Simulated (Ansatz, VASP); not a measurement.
## One calculation of AlN, two programs

Contents of INCAR:

```
SYSTEM = AlN
PREC = Accurate ; ENCUT = 520
EDIFF = 1E-6 ; ISMEAR = 0
SIGMA = 0.05 ; LREAL = .False.
LASPH = .True. ; NELM = 80
ALGO = Normal ; ISIF = 2
LWAVE = .False. ; LCHARG = .True.
GGA = PE ; LELF = .True.
LVHAR = .True. ; NBANDS = 16
```

File KPOINTS:

```
Automatic mesh
0
Gamma
  9 9 6
  0 0 0
```

POSCAR

```
AlN
1.0
    3.3134793407      0.0000000000      0.0000000000
   -1.6567396703      2.8695572839      0.0000000000
    0.0000000000      0.0000000000      4.1875902417
Al N
2 2
Direct
    0.3381093678      0.6762187355      0.7652730210
    0.6714427011      0.3428854022      0.2652730210
    0.3241333079      0.6482666158      0.2205797385
    0.6574666412      0.3149332825      0.7205797385
```

Input for Ansatz:

```yaml
crystal:
  lattice:
    - [3.3134793407, 0.0, 0.0]
    - [-1.6567396703, 2.8695572839, 0.0]
    - [0.0, 0.0, 4.1875902417]
  atoms:
    - { symbol: Al, position: [0.3381093678, 0.6762187355, 0.765273021] }
    - { symbol: Al, position: [0.6714427011, 0.3428854022, 0.265273021] }
    - { symbol: "N", position: [0.3241333079, 0.6482666158, 0.2205797385] }
    - { symbol: "N", position: [0.6574666412, 0.3149332825, 0.7205797385] }
basis:
  ecutwfc: 520.0
kpoints:
  mp_grid: { grid: [9, 9, 6] }
hamiltonian:
  xc: pbe
  pseudopotentials: { kind: paw, azcp: { folder: soft_1 } }
scf:
  occupations: { method: gaussian, width: 0.05 }
output:
  forces: true
  stress: true
  eigenvalues: true
```

Change from the starting cell: mode 4 frozen in at -0.123 Å and mode 10 at -0.053 Å (largest displacements).

Alike in both runs: task single point; functional PBE; k mesh 9 × 9 × 6; occupations gaussian, width 0.05 eV; no spin polarisation.

|  | VASP | Ansatz |
| --- | --- | --- |
| version | VASP 6.6.1 | Ansatz 0.2.0 |
| potentials or method | VASP PAW PBE potentials, release 64 (Al, N) | scalar-relativistic, plane waves, PAW |
| plane-wave cutoff (eV) | 520 | 520 |
| valence electrons in the cell | 16 | 16 |

VASP gave:

| Quantity | Value |
| --- | --- |
| gap on the k mesh at the Fermi level (eV) | 3.40 |
| least direct gap on the mesh (eV) | 3.40 |
| pressure (GPa) | 3.8 |
| largest component of the traceless stress (GPa) | 9.24 |
| rms of the force components (eV/Å) | 0.724 |

Task: Estimate Ansatz's values.

Result: gap on the k mesh at the Fermi level (eV): 3.39; least direct gap on the mesh (eV): 3.39; pressure (GPa): 4.0; largest component of the traceless stress (GPa): 9.09; rms of the force components (eV/Å): 0.723.

Atom by atom the forces differ by 0.002 eV/Å (rms over components). With one functional, cell and mesh, what is left measures potentials, basis and numerics.

Caveats: forces of over 1 eV/Å show positions far from the minimum, so gaps and moduli don't describe the material at rest.
